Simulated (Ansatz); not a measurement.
# ZrC: frozen-core PAW against all-electron methods

```yaml
crystal:
  lattice:
    - [3.88824, 0.00000, 0.00000]
    - [-1.94412, 3.36731, 0.00000]
    - [0.00000, 0.00000, 4.71394]
  atoms:
    - { symbol: Zr, position: [0.33333, 0.66667, 0.94219] }
    - { symbol: Zr, position: [0.66667, 0.33333, 0.44219] }
    - { symbol: C, position: [0.33333, 0.66667, 0.43381] }
    - { symbol: C, position: [0.66667, 0.33333, 0.93381] }
```

Atoms are numbered in the order listed.

The conventional cell has a = 3.888 Å, b = 3.888 Å, c = 4.714 Å, α = 90.00°, β = 90.00°, γ = 120.00°. Zr (atom 1) has 5 C at 2.25 to 2.40 Å as nearest neighbours. Around C (atom 3) lie 5 Zr at 2.25 to 2.40 Å.

The structure comes from a relaxation in the same program, started in the wurtzite type, and has space group P6_3mc. Whether it is a known phase or the ground state wasn't checked.

Levels of theory: DFT, PBE, PAW with Ansatz's default frozen-core files, scalar-relativistic (Ansatz 0.2.0); DFT, PBE, all-electron PAW with datasets made for the crystal, scalar-relativistic (Ansatz 0.2.0); DFT, PBE, all-electron LAPW, scalar-relativistic (Ansatz 0.2.0).

For PAW: a Γ-centred 13×13×7 k mesh, Fermi–Dirac smearing of 0.05 eV, cutoff 420 eV, no spin polarisation. The crystal-made all-electron datasets (AE datasets) take a cutoff of 300 eV at this cell. LAPW targets a basis error of 0.5 meV/atom. The Ansatz runs share mesh, smearing and spin set-up. Plane-wave (PAW) pressures include the program's estimate of the Pulay term.

Stress and pressure are positive in compression.

No spin–orbit coupling: at heavy atoms the gradients can be off by tens of per cent for that reason.

In a metal, gradients converge slowly with the k mesh: the values move by tens of per cent from one mesh to another, at times in sign, so only the comparison on one mesh counts.

Levels count from the Fermi level.

| quantity | PAW | AE datasets | LAPW |
| --- | --- | --- | --- |
| pressure (GPa) | 0.01 | 0.05 | 0.04 |
| highest filled level at A (eV) | -2.796 | -2.795 | -2.795 |
| lowest empty level at A (eV) | 3.800 | 3.802 | 3.802 |
| highest filled level at K (eV) | -0.963 | -0.963 | -0.963 |
| lowest empty level at K (eV) | 0.548 | 0.548 | 0.548 |
| highest filled level at Γ (eV) | -1.395 | -1.395 | -1.395 |
| lowest empty level at Γ (eV) | 1.114 | 1.114 | 1.114 |
| field gradient Vzz at Zr1 (10²¹ V/m²) | -8.08 | -8.05 | – |
